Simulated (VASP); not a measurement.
A run of VASP 6.6.1 is set up as follows.

Contents of INCAR:

```
ALGO = Normal ; EDIFF = 1E-7
EDIFFG = -0.005 ; ENCUT = 600
GGA = 91 ; IBRION = 2
ISIF = 3 ; ISMEAR = -1
LASPH = T ; LCHARG = F
LREAL = F ; LWAVE = F
NELM = 80 ; NSW = 40
PREC = Accurate ; SIGMA = 0.05
```

KPOINTS

```
k-points
0
Gamma
  10 10 10
```

The input POSCAR:

```
HfB
1.0
    0.0000000000      2.3100000000      2.3100000000
    2.3100000000      0.0000000000      2.3100000000
    2.3100000000      2.3100000000      0.0000000000
Hf B
1 1
Direct
    0.5000000000      0.5000000000      0.5000000000
    0.0000000000      0.0000000000      0.0000000000
```

Potentials or basis: VASP PAW PBE potentials, release 64 (Hf_pv, B).

Launch:

```bash
$ cat potpaw_PBE.64/Hf_pv/POTCAR potpaw_PBE.64/B/POTCAR > POTCAR
$ mpirun -np 1 vasp_std > vasp.out
```

**Question.** What does it give for the relaxed volume?

**Answer.** 14.17 Å³/atom.

**Question.** Predict the space group after relaxing (to 0.05 Å).

**Answer.** Fm-3m (No. 225).

**Question.** Estimate the relaxed cell.

**Answer.** a = 3.422 Å, b = 3.422 Å, c = 3.422 Å, α = 60.00°, β = 60.00°, γ = 60.00°.

Step by step:
| step | energy change (eV) | largest force (eV/Å) | pressure (GPa) | volume (Å³) |
| --- | --- | --- | --- | --- |
| 1 | 0.0000 | 0.0000 | 31.23 | 24.65 |
| 2 | 0.1618 | 0.0000 | -22.44 | 34.26 |
| 3 | -0.3206 | 0.0000 | -0.99 | 28.51 |
| 4 | -0.3211 | 0.0000 | -0.14 | 28.37 |
| 5 | -0.3211 | 0.0000 | 0.33 | 28.29 |
| 6 | -0.3211 | 0.0000 | 0.34 | 28.29 |
| 7 | -0.3211 | 0.0000 | 0.30 | 28.30 |
| 8 | -0.3211 | 0.0000 | 0.30 | 28.30 |
| 9 | -0.3211 | 0.0000 | 0.30 | 28.30 |
| 10 | -0.3211 | 0.0000 | 0.30 | 28.30 |
| 11 | -0.3211 | 0.0000 | 0.30 | 28.30 |
| 12 | -0.3211 | 0.0000 | 0.30 | 28.30 |
| 13 | -0.3211 | 0.0000 | 0.30 | 28.30 |
| 14 | -0.3211 | 0.0000 | 0.27 | 28.30 |
| 15 | -0.3211 | 0.0000 | 0.24 | 28.31 |
| 16 | -0.3211 | 0.0000 | 0.18 | 28.32 |
| 17 | -0.3211 | 0.0000 | 0.06 | 28.34 |

Caveat: the PAW data sets were made with another functional, which shifts forces and pressure a little. The run has no spin-orbit coupling, so splittings on Hf are missing.
